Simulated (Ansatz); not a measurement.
MgO: holes, doping and thermopower

Plane-wave DFT in Ansatz, PBE, scalar-relativistic PAW potentials, cutoff 420 eV, no spin-orbit coupling; no spin polarisation. MgO in space group Fm-3m. Boltzmann transport at 300 K in rigid bands with one relaxation time, bands interpolated from the k mesh 10×10×10; values are means over x, y, z.

| holes (cm⁻³) | size of S (μV/K) | σ/τ (Ω⁻¹ m⁻¹ s⁻¹) |
| --- | --- | --- |
| 10^18 | 710.9 | 1.19e+16 |
| 10^19 | ? | 1.19e+17 |
| 10^20 | 316.7 | 1.18e+18 |
| 10^21 | 138.7 | 1.18e+19 |

Task: Take the lowest doping as non-degenerate: get the effective density of states and the masses, and predict the missing S.

Result: For parabolic bands and one τ, |S| = (k_B/e)(5/2 − η) with k_B/e = 86.17 μV/K and n = N e^η. The first row gives η = -5.75, N = 31.42×10¹⁹ cm⁻³ and, from N = 2.509×10¹⁹ cm⁻³ × m_d^(3/2), a density-of-states mass of 5.39 mₑ (all valleys and bands together). σ/τ = ne²/m_c gives a conductivity mass of 2.38 mₑ; m_d is 2.3 times m_c, the sign of several valleys, several bands or anisotropy. A decade of doping costs (k_B/e) ln 10 = 198.4 μV/K, which predicts 512 μV/K; the run gave 512.8. The gas is still far from degenerate, so the rule holds. At 10^21 cm⁻³ the rule would give 116 μV/K against 138.7. Scattering that depends on energy changes the 5/2, and whether such doping can be reached wasn't computed.

Cost: about 1.1 core-minutes for the runs cited, on Intel Xeon 6975P-C (Granite Rapids) (shared hosts).